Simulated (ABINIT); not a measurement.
A run of ABINIT 10.8.3 (patched build) is set up as follows.

The input run.abi:

```
# Pseudopotentials
pp_dirpath "./"
pseudos "Fe.GGA_PBE-ansatz.xml, O.GGA_PBE-ansatz.xml"

# Structure
acell 5.8054452646 5.8054452646 5.8054452663
rprim
     0.5000051214     0.2886780918     0.8164923992
    -0.5000051214     0.2886780918     0.8164923992
     0.0000000000    -0.5773561834     0.8164923989
ntypat 2
znucl 26 8
natom 2
typat 1 2
xred
     0.0000000000     0.0000000000     0.0000000000
     0.5000000000     0.5000000000     0.5000000000
chkprim 0
chksymtnons 0
tolsym 1.0e-6

# Plane-wave basis
ecut 435.382180 eV
pawecutdg 32.0
pawxcdev 0
pawovlp 30

# k points
kptopt 1
ngkpt 8 8 8
nshiftk 1
shiftk 0.0 0.0 0.0

# Exchange and correlation
ixc 14

# Bands and occupations
nband 16
occopt 3
tsmear 0.05 eV

# Spin
nsppol 2
spinat
     0.0000000000     0.0000000000     3.0000000000
     0.0000000000     0.0000000000     0.0000000000

# DFT+U
usepawu 1
lpawu 2 -1
upawu 2.0 0.0 eV
jpawu 0.5 0.0 eV

# SCF cycle
nstep 100
tolvrs 1.0e-9

# Output
iomode 3
prtwf 0
prteig 0
prtebands 0
enunit 1
prtden 1
prtvha 1
prtvclmb 1
prtpot 1
```

Potentials or basis: Ansatz PAW PBE default generated set, frozen core.

Run with:

```console
$ abinit run.abi > log 2>&1
```

Problem. What does it give for the net moment?

Solution. 4.00 μB per cell.

Problem. Estimate the band gap on the k mesh.

Solution. None (metal or under the smearing width).

Problem. Estimate the site moments.

Solution. Fe +3.75; O +0.26 μB.

Problem. Predict the pressure.

Solution. 1.1 GPa.

Eigenvalues of the final occupation matrices:
```tsv
site	spin	trace	eigenvalues
atom 1	1	4.97	0.98 0.98 0.98 1.02 1.02
atom 1	2	1.25	0.10 0.13 0.13 0.45 0.45
```

Caveat: the PAW data sets were made with another functional, which shifts forces and pressure a little; a cell with one magnetic atom can't hold antiferromagnetic order, which such compounds often take; the atomic spheres overlap. The state reached can hang on the start; a lower one may exist.
